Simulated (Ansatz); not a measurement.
# Cu: equation of state, part 2 of 2

Aim: scale the cell of Cu up and down at fixed shape and fractional positions, and get the equilibrium volume and bulk modulus with LAPW, PAW and all-electron datasets made for the crystal.

Ansatz 0.2.0; DFT PBEsol; a database cell (COD). «Crystal datasets» are all-electron PAW datasets made for this crystal. Earlier steps stand in the parts before.

### Step 10. Volume × 1.01, crystal datasets

File input.yaml:

```yaml
crystal:
  lattice:
    - [0.0, 1.8135050275, 1.8135050275]
    - [1.8135050275, 0.0, 1.8135050275]
    - [1.8135050275, 1.8135050275, 0.0]
  atoms:
    - { symbol: Cu, position: [0.0, 0.0, 0.0] }
kpoints:
  mp_grid: { grid: [17, 17, 17] }
scf:
  occupations: { method: fermi_dirac, width: 0.03 }
hamiltonian:
  xc: pbesol
  pseudopotentials: { kind: all_electron, datasets: crystal }
output:
  forces: true
  stress: true
  eigenvalues: true
  efg: { contact_densities: true }
```

Run with:

```
$ ansatz run input.yaml --threads 1 --pin off --max-ram 3072MiB --backend cpu --events-out ev --progress --plain --runs-dir out
```

The log of the run (excerpt; [...] marks lines left out):

```text
[...]
Pseudopotentials: kind: all_electron
Pseudopotential: Cu, paw, valence charge 19, recommended cutoff 300 eV (normal), Koelling and Harmon's equation, gaussian nucleus
Functional definition: PBEsol
[...]
Crystal: 1 atoms, lattice volume = 11.929 Å³
Basis set: ecut = 300 eV, 137 PW (Γ), exchange–correlation on 30×30×30 points (8 copies of the dense FFT grid, shifted against one another)
Bands: 10, of which v1, the nominal top of the filled ones, is band 6 counted from 1 (5 counted from 0)
Symmetry: 48 space group operations
Space group: Fm-3m (ITA 225), of the structure as read, at distance tolerance 2.3e-5 Å
k-points: 165 of 4913
[...]
SCF iter   1: F=—  HF=-44998.815122 eV  |F-HF|=—  |Δ(HF+E_count)|=         —  Δρ=1.96e-1  dr2=3.63e0  ethr=3.27e-2  ⟨swp⟩=2.0  Hψ=9460  notcnv=0
[...]
Fermi energy:    16.290286 eV
[...]
  The terms above E_closure are by the made datasets' own strengths, without shells solved beside the bands.
--- Forces (eV/Å), atoms counted from 1 ---
  atom   1  Cu     0.00000000     0.00000000     0.00000000
[...]
--- Stress (GPa, compression-positive) ---
       -7.995846      -0.000000      -0.000000
       -0.000000      -7.995846      -0.000000
       -0.000000       0.000000      -7.995846
  P = ⅓ Tr σ = -7.9958 GPa (-79.958 kbar)
  It holds what live shells' own plane waves past their cutoff add
--- PAW observables at the nuclei: V_zz in 10²¹ V/m², potentials from the cell's mean, atoms counted from 1 ---
  atom   1  Cu V_zz =    -0.000000   η = 0.0000   by run symmetry: forbidden
            electrostatic potential = -3759.705092 V   contact ρ = 147326.218083 e/Å³
--- Band table (eV; the first three rows and the last of 165) ---
  k-point 0: bands = ["6.8471", "13.2313", "13.2313", "13.2313", "14.0607", "14.0607", "38.7112", "41.2225"]
[...]
```

Wall time 5.7 s (1 thread of Arm Neoverse V2, shared host); peak memory 0.39 GiB.

Result: pressure -8.00 GPa; no gap.

### Step 11. Volume × 1.04, LAPW

File input.yaml:

```yaml
crystal:
  lattice:
    - [0.0, 1.8312856224, 1.8312856224]
    - [1.8312856224, 0.0, 1.8312856224]
    - [1.8312856224, 1.8312856224, 0.0]
  atoms:
    - { symbol: Cu, position: [0.0, 0.0, 0.0] }
kpoints:
  mp_grid: { grid: [17, 17, 17] }
  band_path:
    path:
      - [0.0, 0.0, 0.0]
      - [0.5, 0.0, 0.5]
      - [0.625, 0.25, 0.625]
      - [0.375, 0.375, 0.75]
      - [0.0, 0.0, 0.0]
      - [0.5, 0.5, 0.5]
      - [0.5, 0.25, 0.75]
      - [0.5, 0.0, 0.5]
    npoints: 5
scf:
  occupations: { method: fermi_dirac, width: 0.03 }
hamiltonian:
  xc: pbesol
  pseudopotentials: { kind: all_electron, lapw: { basis_error: 0.00025 } }
output:
  forces: true
  stress: true
  eigenvalues: true
```

Run with:

```
$ ansatz run input.yaml --threads 1 --pin off --max-ram 3072MiB --backend cpu --events-out ev --progress --plain --runs-dir out
```

The log of the run (excerpt; [...] marks lines left out):

```text
LAPW: plane waves up to 9.314 Å⁻¹, error target 2.5e-4 eV per atom; small_component_spin mean_spin; Cu in spheres of 1.295 Å, 19 of its electrons in bands, Dirac shells []
[...]
Pseudopotentials: kind: all_electron
Pseudopotential: Cu, LAPW, valence charge 19, Koelling and Harmon's equation, gaussian nucleus
Functional definition: PBEsol
[...]
Crystal: 1 atoms, lattice volume = 12.283 Å³
Basis set: ecut = 330.4897351324616 eV, 169 PW (Γ), exchange–correlation at level 2
Bands: 14, of which v1, the nominal top of the filled ones, is band 10 counted from 1 (9 counted from 0)
Symmetry: 48 space group operations
Space group: Fm-3m (ITA 225), of the structure as read, at distance tolerance 2.3e-5 Å
k-points: 165 of 4913
[...]
SCF iter   1: F=—  HF=-44998.826462 eV  |F-HF|=—  |Δ(HF+E_count)|=         —  Δρ=4.50e-2  dr2=1.18e-1  ethr=6.22e-4  ⟨swp⟩=2.6  Hψ=16485  notcnv=0
[...]
SCF iter   7: F=-44997.860579 eV  HF=-44997.860579 eV  |F-HF|=5.69e-8  |Δ(HF+E_count)|=   4.93e-8  Δρ=5.02e-6  dr2=1.74e-9  ethr=3.21e-10  ⟨swp⟩=3.0  Hψ=6654  notcnv=0
[...]
NSCF: frozen V_eff on 36 k-points
SCF converged after 7 iterations
Free energy (F): -44997.860579 eV
[...]
E sigma→0 (E₀):  -44997.860092 eV
Entropy (-TS):   -0.000975 eV (-0.975 meV/atom)
Fermi energy:    15.671276 eV
[...]
--- Forces (eV/Å), atoms counted from 1 ---
  atom   1  Cu    -0.00000000     0.00000000    -0.00000000
[...]
--- Stress (GPa, compression-positive) ---
      -11.445160       0.000000       0.000000
        0.000000     -11.445160      -0.000000
        0.000000      -0.000000     -11.445160
  P = ⅓ Tr σ = -11.4452 GPa (-114.452 kbar)
--- Band table (eV; the first three rows and the last of 165) ---
  k-point 0: bands = ["-96.5647", "-54.0394", "-54.0394", "-54.0394", "6.4601", "12.7091", "12.7091", "12.7091", "13.5018", "13.5018", "37.8658", "40.1534", "40.1534", "40.1534"]
[...]
```

It took 13 s on 1 thread of Arm Neoverse V2, shared host; peak memory 0.36 GiB.

This run gives: pressure -11.45 GPa; no gap.

### Step 12. Volume × 1.04, PAW

File input.yaml:

```yaml
crystal:
  lattice:
    - [0.0, 1.8312856224, 1.8312856224]
    - [1.8312856224, 0.0, 1.8312856224]
    - [1.8312856224, 1.8312856224, 0.0]
  atoms:
    - { symbol: Cu, position: [0.0, 0.0, 0.0] }
kpoints:
  mp_grid: { grid: [17, 17, 17] }
scf:
  occupations: { method: fermi_dirac, width: 0.03 }
hamiltonian:
  xc: pbesol
  pseudopotentials: { kind: paw }
output:
  forces: true
  stress: true
  eigenvalues: true
  efg: { contact_densities: true }
```

Run with:

```
$ ansatz run input.yaml --threads 1 --pin off --max-ram 3072MiB --backend cpu --events-out ev --progress --plain --runs-dir out
```

The log of the run (excerpt; [...] marks lines left out):

```text
[...]
Pseudopotentials: kind: paw
Pseudopotential: Cu, paw, valence charge 19, recommended cutoff 420 eV (normal)
Functional definition: PBEsol
[...]
Crystal: 1 atoms, lattice volume = 12.283 Å³
Basis set: ecut = 420 eV, 259 PW (Γ), exchange–correlation on 36×36×36 points (8 copies of the dense FFT grid, shifted against one another)
Bands: 14, of which v1, the nominal top of the filled ones, is band 10 counted from 1 (9 counted from 0)
Symmetry: 48 space group operations
Space group: Fm-3m (ITA 225), of the structure as read, at distance tolerance 2.3e-5 Å
k-points: 165 of 4913
[...]
SCF iter   1: F=—  HF=-6588.742030 eV  |F-HF|=—  |Δ(HF+E_count)|=         —  Δρ=2.20e-2  dr2=3.16e-2  ethr=1.77e-3  ⟨swp⟩=5.4  Hψ=11746  notcnv=0
[...]
SCF iter   6: F=-6588.734944 eV  HF=-6588.734944 eV  |F-HF|=1.82e-12  |Δ(HF+E_count)|=   2.56e-9  Δρ=3.07e-7  dr2=5.22e-12  ethr=2.16e-11  ⟨swp⟩=2.5  Hψ=7749  notcnv=0
[...]
SCF converged after 6 iterations
Free energy (F): -6588.734944 eV
[...]
E sigma→0 (E₀):  -6588.734458 eV
Entropy (-TS):   -0.000973 eV (-0.973 meV/atom)
Fermi energy:    15.824188 eV
[...]
--- Forces (eV/Å), atoms counted from 1 ---
  atom   1  Cu    -0.00000000     0.00000000     0.00000000
[...]
--- Stress (GPa, compression-positive) ---
      -11.450950       0.000000      -0.000000
        0.000000     -11.450950       0.000000
        0.000000      -0.000000     -11.450950
  P = ⅓ Tr σ = -11.4509 GPa (-114.509 kbar)
--- PAW observables at the nuclei: V_zz in 10²¹ V/m², potentials from the cell's mean, atoms counted from 1 ---
  atom   1  Cu V_zz =    -0.000000   η = 0.0000   by run symmetry: forbidden
            electrostatic potential = -3760.626926 V   contact ρ = 147254.854505 e/Å³
--- Band table (eV; the first three rows and the last of 165) ---
  k-point 0: bands = ["-96.4153", "-53.8866", "-53.8866", "-53.8866", "6.6076", "12.8605", "12.8605", "12.8605", "13.6536", "13.6536", "38.0242", "40.2179", "40.2179", "40.2179"]
[...]
```

Wall time 2.4 s (1 thread of Arm Neoverse V2, shared host); peak memory 0.32 GiB.

Result: pressure -11.45 GPa; no gap.

### Step 13. Volume × 1.04, crystal datasets

input.yaml, as its differences from that of step 12:

```diff
@@ -13,3 +13,3 @@
   xc: pbesol
-  pseudopotentials: { kind: paw }
+  pseudopotentials: { kind: all_electron, datasets: crystal }
 output:
```

Run with:

```
$ ansatz run input.yaml --threads 1 --pin off --max-ram 3072MiB --backend cpu --events-out ev --progress --plain --runs-dir out
```

The log of the run (excerpt; [...] marks lines left out):

```text
[...]
Pseudopotentials: kind: all_electron
Pseudopotential: Cu, paw, valence charge 19, recommended cutoff 280 eV (normal), Koelling and Harmon's equation, gaussian nucleus
Functional definition: PBEsol
[...]
Crystal: 1 atoms, lattice volume = 12.283 Å³
Basis set: ecut = 280 eV, 137 PW (Γ), exchange–correlation on 30×30×30 points (8 copies of the dense FFT grid, shifted against one another)
Bands: 10, of which v1, the nominal top of the filled ones, is band 6 counted from 1 (5 counted from 0)
Symmetry: 48 space group operations
Space group: Fm-3m (ITA 225), of the structure as read, at distance tolerance 2.3e-5 Å
k-points: 165 of 4913
[...]
SCF iter   1: F=—  HF=-44998.775127 eV  |F-HF|=—  |Δ(HF+E_count)|=         —  Δρ=1.91e-1  dr2=3.59e0  ethr=3.23e-2  ⟨swp⟩=2.0  Hψ=9466  notcnv=0
[...]
Fermi energy:    15.671348 eV
[...]
  The terms above E_closure are by the made datasets' own strengths, without shells solved beside the bands.
--- Forces (eV/Å), atoms counted from 1 ---
  atom   1  Cu     0.00000000     0.00000000     0.00000000
[...]
--- Stress (GPa, compression-positive) ---
      -11.443593      -0.000000       0.000000
       -0.000000     -11.443593       0.000000
        0.000000      -0.000000     -11.443593
  P = ⅓ Tr σ = -11.4436 GPa (-114.436 kbar)
  It holds what live shells' own plane waves past their cutoff add
--- PAW observables at the nuclei: V_zz in 10²¹ V/m², potentials from the cell's mean, atoms counted from 1 ---
  atom   1  Cu V_zz =    +0.000000   η = 0.0000   by run symmetry: forbidden
            electrostatic potential = -3759.143344 V   contact ρ = 147325.248741 e/Å³
--- Band table (eV; the first three rows and the last of 165) ---
  k-point 0: bands = ["6.4601", "12.7093", "12.7093", "12.7093", "13.5018", "13.5018", "37.8658", "40.1533"]
[...]
```

Wall time 5.6 s (1 thread of Arm Neoverse V2, shared host); peak memory 0.39 GiB.

In short: pressure -11.44 GPa; no gap.

### Step 14. Fits

| method | volume (Å³/atom) | F above the lowest (meV/atom) | pressure (GPa) |
| --- | --- | --- | --- |
| LAPW | 11.102 | 0.0 | 3.13 |
| LAPW | 11.574 | 1.4 | -3.82 |
| LAPW | 11.929 | 14.7 | -8.00 |
| LAPW | 12.283 | 36.3 | -11.45 |
| PAW | 11.102 | 0.0 | 3.15 |
| PAW | 11.574 | 1.4 | -3.81 |
| PAW | 11.929 | 14.6 | -7.99 |
| PAW | 12.283 | 36.2 | -11.45 |
| crystal datasets | 11.102 | – | 3.16 |
| crystal datasets | 11.574 | – | -3.82 |
| crystal datasets | 11.929 | – | -8.00 |
| crystal datasets | 12.283 | – | -11.44 |

### Step 15. Outcome

What follows sums up all 2 parts.

| quantity | value |
| --- | --- |
| equilibrium volume (LAPW) | 11.300 Å³/atom |
| bulk modulus (LAPW) | 169 GPa |
| its pressure derivative (LAPW) | 5.0 |
| equilibrium volume (PAW) | 11.301 Å³/atom |
| bulk modulus (PAW) | 169 GPa |
| its pressure derivative (PAW) | 5.0 |
| equilibrium volume (crystal datasets) | 11.301 Å³/atom |
| bulk modulus (crystal datasets) | 170 GPa |
| its pressure derivative (crystal datasets) | 5.1 |

**Reading.** A third-order Birch-Murnaghan fit to the LAPW pressures puts zero pressure at 11.30 Å³/atom, -4.3 % from the given cell, with a bulk modulus of 169 GPa. PAW's volume lies less than 0.01 % and its modulus less than 0.1 % from LAPW's. No thermal or zero-point expansion is included.
